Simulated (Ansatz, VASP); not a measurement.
Two plane-wave programs on Mg3Te

```
Te Mg
1.0
    -2.15353    2.15353    5.31747
     2.15353   -2.15353    5.31747
     2.15353    2.15353   -5.31747
Te Mg
1 3
Direct
  0.00000 0.00000 0.00000
  0.25000 0.75000 0.50000
  0.75000 0.25000 0.50000
  0.50000 0.50000 0.00000
```

Change from the starting cell: volume scaled by 1.02.

Alike in both runs: task single point; functional PBE; k mesh 9 × 9 × 9; occupations fermi-dirac, width 0.05 eV; no spin polarisation.

|  | VASP | Ansatz |
| --- | --- | --- |
| version | VASP 6.6.1 | Ansatz 0.2.0 |
| potentials or method | VASP PAW PBE potentials, release 64 (Te, Mg) | Ansatz PAW |
| plane-wave cutoff (eV) | 520 | 420 |
| valence electrons in the cell | 12 | 46 |

Ansatz gave:

- gap on the k mesh at the Fermi level (eV): none
- pressure (GPa): -0.6

Estimate VASP's values.

gap on the k mesh at the Fermi level (eV): none; pressure (GPa): -0.7.

A gap of «none» marks a metal or a gap that the smearing closes. The two sets of potentials don't hold the same shells in valence.

Spin-orbit coupling is left out, which matters for the levels of Te.
